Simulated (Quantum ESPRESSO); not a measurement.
The system is Ti3Al.

```
Ti Al
1.0
     2.92754    0.00000    0.00000
    -1.46377    2.53533    0.00000
     0.00000    0.00000    9.22636
Ti Al
3 1
Direct
  0.33333 0.66667 0.24941
  0.33333 0.66667 0.75059
  0.66667 0.33333 0.00000
  0.66667 0.33333 0.50000
```

The cell comes from a database or a generator and needn't be the stable form of this composition.

| Quantity | Value |
| --- | --- |
| Program | Quantum ESPRESSO 7.5 |
| Task | phonons and electron-phonon coupling |
| Functional | PBE |
| Potentials or basis | GBRV 1.5 PBE |
| Cutoff | 612 eV |
| Density cutoff | 4898 eV |
| k mesh | 6 × 6 × 2 |
| Occupations | methfessel-paxton, width 0.272 eV |
| Spin | no spin polarisation |
| Mixing beta | 0.5 |
| Most SCF iterations | 120 |
| SCF threshold | 8e-10 Ry |
| q mesh | 2 × 2 × 1 |

The cell and the atoms were relaxed first, to 17.16 Å³/atom (a = 2.926 Å, b = 2.926 Å, c = 9.255 Å, α = 90.00°, β = 90.00°, γ = 120.00°), and the response was taken there.

```
Ti Al
1.0
     2.92616    0.00000    0.00000
    -1.46308    2.53413    0.00000
     0.00000    0.00000    9.25533
Ti Al
3 1
Direct
  0.33333 0.66667 0.25011
  0.33333 0.66667 0.74989
  0.66667 0.33333 0.00000
  0.66667 0.33333 0.50000
```

Levels for the coupling come from a 18 × 18 × 6 mesh; ten broadenings of the double delta from 0.07 to 0.68 eV; Tc from the McMillan formula in the Allen-Dynes form.

Task: How strong is the electron-phonon coupling, and what superconducting temperature follows?

Result: Over broadenings from 0.27 to 0.54 eV, λ lies between 0.89 and 0.91 and ω_log near 201 K, which gives Tc from 11.6 to 12.1 K at μ* = 0.10 and from 9.7 to 10.1 K at μ* = 0.13.

Electron-phonon coupling by broadening of the double delta (levels on a 18 × 18 × 6 mesh):
```
broadening (eV)     λ  N(E_F) (states/eV a spin and cell)  ω_log (K)  Tc, μ* 0.10 (K)  Tc, μ* 0.13 (K)
           0.07  0.91                               1.720        195             11.7              9.8
           0.14  0.88                               1.914        198             11.0              9.2
           0.20  0.88                               2.029        199             11.2              9.3
           0.27  0.89                               2.127        200             11.6              9.7
           0.34  0.91                               2.212        201             11.9             10.0
           0.41  0.91                               2.288        201             12.1             10.1
           0.48  0.91                               2.356        201             12.0             10.1
           0.54  0.90                               2.413        202             11.9             10.0
           0.61  0.90                               2.460        202             11.7              9.8
           0.68  0.89                               2.497        202             11.5              9.6
```

Eliashberg function at a broadening of 0.27 eV:
| cm⁻¹ | α²F |
| --- | --- |
| 8 | 0.000 |
| 24 | 0.001 |
| 40 | 0.011 |
| 56 | 0.039 |
| 72 | 0.074 |
| 88 | 0.150 |
| 104 | 0.330 |
| 121 | 0.749 |
| 137 | 0.386 |
| 153 | 0.343 |
| 169 | 0.296 |
| 185 | 0.205 |
| 201 | 0.286 |
| 217 | 0.248 |
| 233 | 0.581 |
| 249 | 0.115 |
| 265 | 0.133 |
| 281 | 0.060 |
| 297 | 0.102 |
| 313 | 0.047 |

The same from a weighted sum over the computed q points, without interpolation:
| broadening (eV) | λ | ω_log (K) | Tc, μ* 0.10 (K) | Tc, μ* 0.13 (K) |
| --- | --- | --- | --- | --- |
| 0.07 | 0.85 | 210 | 11.2 | 9.2 |
| 0.14 | 0.80 | 216 | 10.0 | 8.1 |
| 0.20 | 0.79 | 219 | 10.0 | 8.1 |
| 0.27 | 0.80 | 220 | 10.4 | 8.4 |
| 0.34 | 0.81 | 221 | 10.7 | 8.7 |
| 0.41 | 0.82 | 222 | 10.8 | 8.8 |
| 0.48 | 0.82 | 222 | 10.8 | 8.8 |
| 0.54 | 0.81 | 222 | 10.7 | 8.7 |
| 0.61 | 0.81 | 222 | 10.6 | 8.6 |
| 0.68 | 0.80 | 221 | 10.4 | 8.4 |

The smallest broadenings aren't converged on these meshes, and μ* is assumed, not computed; spin fluctuations are left out.

Caveat: the k mesh is coarse (spacing up to 0.41 Å⁻¹), so the values aren't converged; the mesh is thin for the phonons of a metal; λ from interpolated matrix elements is rough: modes that symmetry makes equal can differ by tens of percent; the q mesh is small, so phonon branches between its points and thermal values are rough.
